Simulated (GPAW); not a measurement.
# ZnS (F-43m) in GPAW: a series of runs

One crystal, ZnS, is run at these levels: LDA, PBE, r4SCAN, vdW-DF; tasks: band structure, equation of state.

Program: GPAW 26.7.0. These are calculated values, not measurements. Logs are shortened: lines on timing, memory, paths and dates and some standing lists are left out, and cuts for length are marked. The log counts tension as positive stress, the text compression.

**What was measured.**

From “Electronic, vibrational, and thermodynamic properties of ZnS (zincblende and rocksalt structure)”, 2009, arxiv:0911.5022, for a bulk crystal of ZnS at 19 K: band gap 3.85 eV (direct).

The runs below are set against these values where they give the same quantity.

### Step 1. The crystal as given

Symmetry: F-43m, No. 216, cubic system. The conventional cell has a = 5.404 Å, b = 5.404 Å, c = 5.404 Å, α = 90.00°, β = 90.00°, γ = 90.00°. Zn (site symmetry -43m) is surrounded by 4 S at 2.34 Å. S (site symmetry -43m) has 4 Zn at 2.34 Å as nearest neighbours.

### Step 2. Band structure, LDA

run.py

```python
from ase.dft.bandgap import bandgap
from ase.io import write
from ase.spacegroup import crystal
from ase.units import GPa
from gpaw import GPAW, PW

# Zn 4c
# S 4a
atoms = crystal(['Zn', 'S'],
                basis=[[0.25, 0.25, 0.25],
                       [0.0, 0.0, 0.0]],
                spacegroup=216, setting=1,  # F-43m
                cellpar=[5.404, 5.404, 5.404, 90.0, 90.0, 90.0],
                primitive_cell=True)

calc = GPAW(mode=PW(800),
            xc='LDA',
            kpts={'size': (7, 7, 7), 'gamma': True},
            occupations={'name': 'fermi-dirac', 'width': 0.05},
            setups='hgh',
            nbands=-9,
            convergence={'density': 1e-05, 'energy': 1e-05},
            maxiter=150,
            txt='gpaw.txt')
atoms.calc = calc
energy = atoms.get_potential_energy()
forces = atoms.get_forces()
stress = atoms.get_stress()
calc.write('gs.gpw')
write('result.traj', atoms)
print(f'Energy: {energy:.6f} eV')
print('Forces (eV/A):')
print(forces.round(4))
print('Stress (GPa):', (stress / GPa).round(3))
print('Fermi level:', round(calc.get_fermi_level(), 4), 'eV')
print(f'Gap: {bandgap(calc)[0]:.4f} eV, direct: {bandgap(calc, direct=True)[0]:.4f} eV')

path = atoms.cell.bandpath('GXWKGLUWLK,UX', npoints=60, eps=1e-4)
bs_calc = calc.fixed_density(kpts=path, symmetry='off', nbands=-18,
                             convergence={'bands': 'CBM+6.0', 'eigenstates': 1e-6}, txt='bands.txt')
bs = bs_calc.band_structure()
bs.write('bs.json')
print(f'Gap on the path: {bandgap(bs_calc)[0]:.4f} eV')
```

Potentials or basis: HGH pseudopotentials, pw.

Started as:

```sh
OMP_NUM_THREADS=1 python run.py
```

gpaw.txt:

```text
__  _  _
 | _ |_)|_||  |
 |__||  | ||/\| - 26.7.0

Input parameters:
  mode=PW(ecut=800.0),
  convergence={'density': 1e-05, 'energy': 1e-05},
  kpts=MonkhorstPack(size=(7, 7, 7), gamma=True),
  maxiter=150,
  nbands=-9,
  occupations=Occupations(name='fermi-dirac', width=0.05),
  setups={'default': 'hgh'},
  xc=XC(name='LDA')

Diagonalizing LCAO Hamiltonian
Converting LCAO to pw mode

           Zn

       S

Atoms  # Å, Bohr magnetons
|   | symbol |        x |        y |        z |    initial magnetic moments |
|---|--------|----------|----------|----------|-----------------------------|
| 0 |     Zn | 1.351000 | 1.351000 | 1.351000 | ( 0.0000,  0.0000,  0.0000) |
| 1 |      S | 0.000000 | 0.000000 | 0.000000 | ( 0.0000,  0.0000,  0.0000) |

Unit cell  # Å
| periodic |        x |        y |        z |  lengths |    angles |
|----------|----------|----------|----------|----------|-----------|
|      yes | 0.000000 | 2.702000 | 2.702000 | 3.821205 | 60.000000 |
|      yes | 2.702000 | 0.000000 | 2.702000 | 3.821205 | 60.000000 |
|      yes | 2.702000 | 2.702000 | 0.000000 | 3.821205 | 60.000000 |

Number of symmetries: 24
Symmetry operations  # r_c * U_cc + t_c -> r_c
|    | kind |            matrix            |
|----|------|------------------------------|
|  0 |  E   |  1, 0, 0,  0, 1, 0,  0, 0, 1 |
|  1 |  σ   |  1, 0, 0,  0, 0, 1,  0, 1, 0 |
|  2 |  σ   |  1, 0,-1,  0, 1,-1,  0, 0,-1 |
|  3 |  C3  |  1, 0,-1,  0, 0,-1,  0, 1,-1 |
|  4 |  C3  |  1,-1, 0,  0,-1, 1,  0,-1, 0 |
|  5 |  σ   |  1,-1, 0,  0,-1, 0,  0,-1, 1 |
|  6 |  σ   |  0, 1, 0,  1, 0, 0,  0, 0, 1 |
|  7 |  C3  |  0, 1, 0,  0, 0, 1,  1, 0, 0 |
|  8 |  C2  |  0, 1,-1,  1, 0,-1,  0, 0,-1 |
|  9 |  S4  |  0, 1,-1,  0, 0,-1,  1, 0,-1 |
| 10 |  C3  |  0, 0, 1,  1, 0, 0,  0, 1, 0 |
| 11 |  σ   |  0, 0, 1,  0, 1, 0,  1, 0, 0 |
| 12 |  S4  |  0, 0,-1,  1, 0,-1,  0, 1,-1 |
| 13 |  C3  |  0, 0,-1,  0, 1,-1,  1, 0,-1 |
| 14 |  S4  |  0,-1, 1,  1,-1, 0,  0,-1, 0 |
| 15 |  C2  |  0,-1, 1,  0,-1, 0,  1,-1, 0 |
| 16 |  C3  |  0,-1, 0,  1,-1, 0,  0,-1, 1 |
| 17 |  S4  |  0,-1, 0,  0,-1, 1,  1,-1, 0 |
| 18 |  S4  | -1, 1, 0, -1, 0, 1, -1, 0, 0 |
| 19 |  C3  | -1, 1, 0, -1, 0, 0, -1, 0, 1 |
| 20 |  C3  | -1, 0, 1, -1, 1, 0, -1, 0, 0 |
| 21 |  S4  | -1, 0, 1, -1, 0, 0, -1, 1, 0 |
| 22 |  σ   | -1, 0, 0, -1, 1, 0, -1, 0, 1 |
| 23 |  C2  | -1, 0, 0, -1, 0, 1, -1, 1, 0 |

BZ-sampling:
  Number of BZ points: 343
  Number of IBZ points: 20

  Monkhorst-Pack size: [7, 7, 7]
  Monkhorst-Pack shift: [0, 0, 0]

K-points  # in reciprocal-cell coordinates
|     |                                coordinates |     weight |
|-----|--------------------------------------------|------------|
|   0 | (  0.00000000,   0.00000000,   0.00000000) | 0.00291545 |
|   1 | (  0.14285714,   0.14285714,   0.00000000) | 0.01749271 |
|   2 | (  0.14285714,   0.14285714,   0.14285714) | 0.02332362 |
|   3 | (  0.28571429,   0.14285714,   0.14285714) | 0.03498542 |
|   4 | (  0.28571429,   0.28571429,   0.00000000) | 0.01749271 |
|   5 | (  0.28571429,   0.28571429,   0.14285714) | 0.06997085 |
|   6 | (  0.28571429,   0.28571429,   0.28571429) | 0.02332362 |
|   7 | (  0.42857143,  -0.28571429,  -0.28571429) | 0.03498542 |
|   8 | (  0.42857143,   0.28571429,  -0.42857143) | 0.13994169 |
|   9 | (  0.42857143,   0.28571429,  -0.28571429) | 0.06997085 |
| ... |                                            |            |
|  19 | (  0.42857143,   0.42857143,   0.42857143) | 0.02332362 |

Plane wave coefficients: 2085
Cutoff: 800.0 eV

Spin-components: 1 (collinear spins)
Bands:           13
Projectors:      10
Spin-degeneracy: 2
Datatype:        complex128

Parallelization:
  kpt:    1
  domain: 1
  band:   1

Density:
  Valence electrons: 8.0
  Components: 1
  Grid points: [25 25 25]
  Charge: 0.0  # |e|

Potential:
  Grid points: [25 25 25]

species:
  HGH setup for Zn
      Valence Z=2, rloc=0.57000
      Local part coeffs: zeros
      Projectors:
          l=0, rc=0.64071
          l=1, rc=0.96761
          l=2, rc=1.33035
      Diagonal coefficients of nonlocal parts:
          l=0:  2.08856, -0.21827, -0.94132
          l=1:  0.16355, -0.22709
          l=2:  0.01049

    LCAO basis set for Zn:
      Name: atompaw.sz
      This basis set was not loaded from a file
      Number of radial functions: 1
      Number of spherical harmonics: 1
        l=0, rc=8.9500 Bohr: 1s e=-0.227 f=2.000
      Number of RI-basis functions 0

  HGH setup for S
      Valence Z=6, rloc=0.42000
      Local part coeffs: -6.55449
      Projectors:
          l=0, rc=0.36176
          l=1, rc=0.40529
      Diagonal coefficients of nonlocal parts:
          l=0:  7.90530,  4.47170
          l=1:  3.86658,  0.00000

    LCAO basis set for S:
      Name: atompaw.sz
      This basis set was not loaded from a file
      Number of radial functions: 2
      Number of spherical harmonics: 4
        l=0, rc=8.9500 Bohr: 1s e=-0.635 f=2.000
        l=1, rc=8.9500 Bohr: 1p e=-0.261 f=4.000
      Number of RI-basis functions 0

Reference energy: 0.000000  # eV

eigensolver:
  PPCG
  Converge bands: occupied
  niter=2

density mixing:
  MSR1-Mixer
  Pratt-step length: 0.05
  Maximum mixing coefficient: 0.75
  Old densities: 10
  SVD Regularization: 0.005
  Good broyden scale: 1.0
  Trust region scale: 1.0
  Backstep threshold: 4.0
  History deletion threshold: 6.0
  Fourier metric: weight=20.0, sigma=0.015

occupation numbers:
  Fermi-Dirac:
    width: 0.0500  # eV

poisson solver:
  ecut: 6400.0  # eV

xc functional:
  name: None

convergence criteria:
[... 6 lines left out ...]
|iter     | |      energy | eigst |  dens |
|---------|-|-------------|-------|-------|
|iter:   1| | -311.798104 | +0.12 |       |
|iter:   2| | -311.776882 | -1.23 | -0.89 |
|iter:   3| | -311.583342 | -1.95 | -0.92 |
|iter:   4| | -311.585327 | -3.48 | -1.60 |
|iter:   5| | -311.586006 | -4.18 | -1.97 |
|iter:   6| | -311.586011 | -5.66 | -3.05 |
|iter:   7| | -311.586011c| -7.24 | -3.72 |
|iter:   8| | -311.586011c| -8.04c| -4.60 |
|iter:   9| | -311.586011c| -8.78c| -5.46c|

Converged in 9 steps
Energy contributions relative to reference atoms: (reference = 0.000000)

Energy contributions:
  Kinetic:         175.256872
  Coulomb:        -394.166033
  Zero:            -18.632830
  External:          0.000000
  Xc:              -74.044020
  Entropy:          -0.000000
  Spinorbit:         0.000000
  ----------------------------
  Free energy:    -311.586011
  Extrapolated:   -311.586011

dipole moment: (-18.074052, -18.074052, -18.074052)  # |e|*Ang

Fermi level: 2.443
Eigenvalues  # (at kpt = [0.000, 0.000, 0.000])
| band index |      eig [eV] | occ [0-2] |
|------------|---------------|-----------|
|          0 |       -11.134 |     2.000 |
|          1 |         1.351 |     2.000 |
|          2 |         1.351 |     2.000 |
|          3 |         1.351 |     2.000 |
|          4 |         4.022 |     0.000 |
|          5 |         8.259 |     0.000 |
|          6 |         8.259 |     0.000 |
|          7 |         8.259 |     0.000 |
|          8 |        13.168 |     0.000 |
|          9 |        13.168 |     0.000 |
|         10 |        13.876 |     0.000 |
|         11 |        16.343 |     0.000 |
|         12 |        16.343 |     0.000 |

Gap: 2.672 eV
Transition (v -> c):
  (s=0, k=0, n=3, [0.00, 0.00, 0.00]) -> (s=0, k=0, n=4, [0.00, 0.00, 0.00])
No difference between direct/indirect transitions

Forces  # eV/Ang
|        x |        y |       z |
|----------|----------|---------|
|  0.00000 | -0.00000 | 0.00000 |  # Zn   0
| -0.00000 |  0.00000 | 0.00000 |  # S    1

Stress tensor  # eV/Ang^3
|        x |         y |         z |
|----------|-----------|-----------|
| 0.100848 |  0.000000 |  0.000000 |
| 0.000000 |  0.100848 | -0.000000 |
| 0.000000 | -0.000000 |  0.100848 |

# Writing to gs.gpw (mode='')
```

stdout:

```text
Energy: -311.586011 eV
Forces (eV/A):
[[ 0. -0.  0.]
 [-0.  0.  0.]]
Stress (GPa): [16.158 16.158 16.158 -0.     0.     0.   ]
Fermi level: 2.443 eV
Gap: 2.6718 eV, direct: 2.6718 eV
Gap on the path: 2.6718 eV
```

bands.txt:

```text
Diagonalizing LCAO Hamiltonian
Converting LCAO to pw mode
convergence criteria:
- Maximum integral of absolute [eigenst]ate change: 1e-06 eV^2 / valence electron
maximum number of iterations: 150

SCF iterations
|iter     | |      energy | eigst |  dens |
[... 67 lines left out ...]
         [0.42857143, 0.42857143, 0.64285714],
         [0.41071429, 0.41071429, 0.67857143],
         [0.39285714, 0.39285714, 0.71428571],
         [0.375     , 0.375     , 0.75      ],
         [0.625     , 0.25      , 0.625     ],
         [0.59375   , 0.1875    , 0.59375   ],
         [0.5625    , 0.125     , 0.5625    ],
         [0.53125   , 0.0625    , 0.53125   ],
         [0.5       , 0.        , 0.5       ]])),
  maxiter=150,
  nbands=-18,
  occupations=Occupations(name='fermi-dirac', width=0.05),
  setups={'default': 'hgh'},
  symmetry=Symmetry(point_group=False, time_reversal=False),
  xc=XC(name='LDA')
```

It took 15 s on 1 thread of INTEL XEON PLATINUM 8581C at 2.30GHz (Emerald Rapids), shared host; peak memory 0.23 GiB.

Results:

- Free energy: -311.5860 eV
- Pressure: -16.2 GPa
- Band gap on the k mesh: 2.67 eV, direct
- Band gap along the path: 2.67 eV, direct

Levels at the corners of the path, in eV from the valence-band top:
| point | band 2 | band 3 | band 4 | band 5 | band 6 | band 7 |
| --- | --- | --- | --- | --- | --- | --- |
| Γ | 0.00 | 0.00 | 0.00 | 2.67 | 6.91 | 6.91 |
| X | -4.53 | -1.87 | -1.87 | 3.59 | 4.37 | 11.55 |
| W | -4.18 | -2.68 | -2.34 | 5.93 | 6.68 | 8.32 |
| K | -4.28 | -2.90 | -1.52 | 4.40 | 6.44 | 9.73 |
| Γ | 0.00 | 0.00 | 0.00 | 2.67 | 6.91 | 6.91 |
| L | -4.85 | -0.69 | -0.69 | 3.76 | 7.29 | 7.29 |
| U | -4.28 | -2.90 | -1.52 | 4.40 | 6.44 | 9.73 |
| W | -4.18 | -2.68 | -2.34 | 5.93 | 6.68 | 8.32 |
| L | -4.85 | -0.69 | -0.69 | 3.76 | 7.29 | 7.29 |
| K | -4.28 | -2.90 | -1.52 | 4.40 | 6.44 | 9.73 |
| U | -4.28 | -2.90 | -1.52 | 4.40 | 6.44 | 9.73 |
| X | -4.53 | -1.87 | -1.87 | 3.59 | 4.37 | 11.55 |

Caveat: so large a pressure means that the cell lies far from this level's equilibrium, or that cutoff or potentials fall short; HGH potentials are hard and often keep d shells in the core, so these values are rough. LDA gaps usually lie below the measured ones, often by a third to a half.

(Part 1 of 3 ends here.)
